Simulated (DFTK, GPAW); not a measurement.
Given: the input of a run of DFTK 0.8.2 on MgO. The cell is a database's computed one, not the measured one.

The input run.jl:

```julia
using DFTK
using PseudoPotentialData
using Unitful, UnitfulAtomic
using LinearAlgebra, Printf
include("save.jl")
disable_threading()

# lattice vectors are the columns
lattice = austrip(1u"Å") * [           0.0   2.0970013927   2.0970013927;
             2.0970013927            0.0   2.0970013927;
             2.0970013927   2.0970013927            0.0]
symbols   = [:Mg, :O]
positions = [[0.0, 0.0, 0.0],
             [0.5, 0.5, 0.5]]
pseudopotentials = PseudoFamily("dojo.nc.sr.pbesol.v0_4_1.standard.upf")
elements = Dict(s => ElementPsp(s, pseudopotentials) for s in unique(symbols))
atoms    = [elements[s] for s in symbols]

build_model(lattice, positions; symmetries=true) =
    model_DFT(lattice, atoms, positions;
              functionals=PBEsol(),
              temperature=austrip(0.05u"eV"),
              smearing=Smearing.FermiDirac(),
              symmetries)
Ecut  = 42.0  # hartree
kgrid = [11, 11, 11]
tol   = 1e-6
to_GPa = ustrip(uconvert(u"GPa", 1u"hartree/bohr^3"))

model = build_model(lattice, positions)
basis = PlaneWaveBasis(model; Ecut, kgrid)
display(basis)
scfres = self_consistent_field(basis;
                               tol,
                               nbandsalg=AdaptiveBands(model; n_bands_converge=13))
display(scfres.energies)
@printf "Fermi level: %.6f eV\n" ustrip(auconvert(u"eV", something(scfres.εF, NaN)))
forces = compute_forces_cart(scfres)
println("Forces (eV/Å)")
for (s, f) in zip(symbols, forces)
    @printf "%-3s %12.6f %12.6f %12.6f\n" s ustrip.(auconvert.(u"eV/Å", f))...
end
stress = compute_stresses_cart(scfres)
println("Stress (GPa)")
display(round.(stress * to_GPa; digits=4))
println("Levels at the first k-point (eV): ", round.(ustrip.(auconvert.(u"eV", scfres.eigenvalues[1][1:scfres.n_bands_converge])); digits=4))
save_scf!(scfres; forces, stress)
```

Potentials or basis: dojo.nc.sr.pbesol.v0_4_1.standard.upf (PBEsol).

Command:

```sh
$ julia --threads=1 run.jl  # save.jl only writes the numbers to a file and isn't shown; printed stress counts tension as positive; times include loading and compiling
```

Problem. What does the same run look like in GPAW 26.7.0 (ASE script)? Potentials or basis there: PAW data sets generated for this functional, cutoff 800 eV.

Solution. As run (cutoffs and basis follow the program's own potentials, and thresholds, step limits or extra output files can differ):

run.py

```python
from ase import Atoms
from ase.dft.bandgap import bandgap
from ase.io import write
from ase.units import Bohr, GPa
from gpaw import GPAW, PW, setup_paths
from gpaw.elf import elf_from_dft_calculation

setup_paths.insert(0, '.')

atoms = Atoms(['Mg', 'O'],
              cell=[[0.0, 2.0970013927, 2.0970013927],
                    [2.0970013927, 0.0, 2.0970013927],
                    [2.0970013927, 2.0970013927, 0.0]],
              scaled_positions=[[0.0, 0.0, 0.0],
                                [0.5, 0.5, 0.5]],
              pbc=True)

calc = GPAW(mode=PW(800),
            xc='PBEsol',
            kpts={'size': (11, 11, 11), 'gamma': True},
            occupations={'name': 'fermi-dirac', 'width': 0.05},
            nbands=16,
            convergence={'density': 1e-05, 'energy': 1e-05},
            maxiter=150,
            txt='gpaw.txt')
atoms.calc = calc
energy = atoms.get_potential_energy()
forces = atoms.get_forces()
stress = atoms.get_stress()
calc.write('gs.gpw')
write('result.traj', atoms)
print(f'Energy: {energy:.6f} eV')
print('Forces (eV/A):')
print(forces.round(4))
print('Stress (GPa):', (stress / GPa).round(3))
print('Fermi level:', round(calc.get_fermi_level(), 4), 'eV')
print(f'Gap: {bandgap(calc)[0]:.4f} eV, direct: {bandgap(calc, direct=True)[0]:.4f} eV')

# fields on the real-space grid
write('density.cube', atoms, data=calc.get_pseudo_density() * Bohr**3)
write('potential.cube', atoms, data=calc.get_electrostatic_potential())
write('elf.cube', atoms, data=elf_from_dft_calculation(calc).data)
```

Potentials or basis: PAW data sets generated in the run's folder for this functional, pw.

Launch:

```sh
$ gpaw-setup -f PBEsol Mg O
$ OMP_NUM_THREADS=1 python run.py
```

Both were run:

|  | DFTK | GPAW |
| --- | --- | --- |
| Pressure | 2.2 GPa | 3.1 GPa |

Pressure is positive in compression.
